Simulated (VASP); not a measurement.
# Pd: convergence, self-consistent run

Pd, P6_3/mmc (no. 194), 2 atoms in the cell. AM05; PAW potentials Pd (PBE set). VASP 6.6.1.

Wanted: energy within 0.2 meV/atom; Fermi level within 0.005 eV.

What the run is for: comparing ways to start; Accuracy asked: tight.

POSCAR:
```
Pd
1.0
    2.7836650458      0.0000000000      0.0000000000
   -1.3918325229      2.4107246453      0.0000000000
    0.0000000000      0.0000000000      4.6288930000
Pd
2
Direct
    0.3333333333      0.6666666667      0.2500000000
    0.6666666667      0.3333333333      0.7500000000
```

## How the run starts (with a second run first, the time holds both)

| How the run starts (with a second run first, the time holds both) | Energy less reference (meV/atom) | Fermi level (eV) | Time (s) |
|---|---|---|---|
| from scratch: 11 SCF iterations | 0.00 | 8.7763 | 10 |
| orbitals of a nearby geometry (ISTART 1): 11 + 7 SCF iterations | 0.00 | 8.7768 | 22 |
| orbitals and density of a nearby geometry: 11 + 8 SCF iterations | 0.00 | 8.7763 | 23 |
| density of a nearby geometry (ICHARG 1): 11 + 11 SCF iterations | 0.00 | 8.7763 | 23 |
| orbitals in the old basis (ISTART 2), symmetry off: 12 + 9 SCF iterations | -0.66 | 8.7762 | 104 |

## Question

For each series: keep the first row unless others stay within the tolerance and take at least 30 % less time, and then take the fastest.

## Answer

- How the run starts (with a second run first, the time holds both): from scratch: 11 SCF iterations

The chosen settings are those of the reference run.

## The input

INCAR:
```
SYSTEM = Pd
GGA      = AM             ! functional
ISMEAR   = 1              ! smearing method
SIGMA    = 0.1            ! smearing width, eV
LWAVE    = .False.        ! write WAVECAR
LCHARG   = .False.        ! write CHGCAR
ISIF     = 2              ! what is computed and relaxed
PREC     = Accurate       ! precision mode
LASPH    = .True.         ! aspherical terms in the spheres
LREAL    = .False.        ! projectors in reciprocal space
ALGO     = Normal         ! electronic algorithm
EDIFF    = 1E-6           ! SCF threshold, eV
NELM     = 120            ! most SCF steps
GGA_COMPAT= .False.      
ENCUT    = 400            ! plane-wave cutoff, eV
```

KPOINTS:
```
k-points
0
Gamma
  14 14 7
```

Commands:
```
cat potpaw_PBE.64/Pd/POTCAR > POTCAR
mpirun -np 1 vasp_std > vasp.out
```

The chosen input took VASP 6.6.1 10 s on 1 core (Intel Xeon 6975P-C (Granite Rapids)), a shared host.

## An input that fails: restart asked without its files

VASP's message: ERROR: charge density could not be read from file CHGCAR for ICHARG>10.

Changes against the starting input:
```
- NELM = 120
+ NELM = 60
+ ICHARG = 11
```
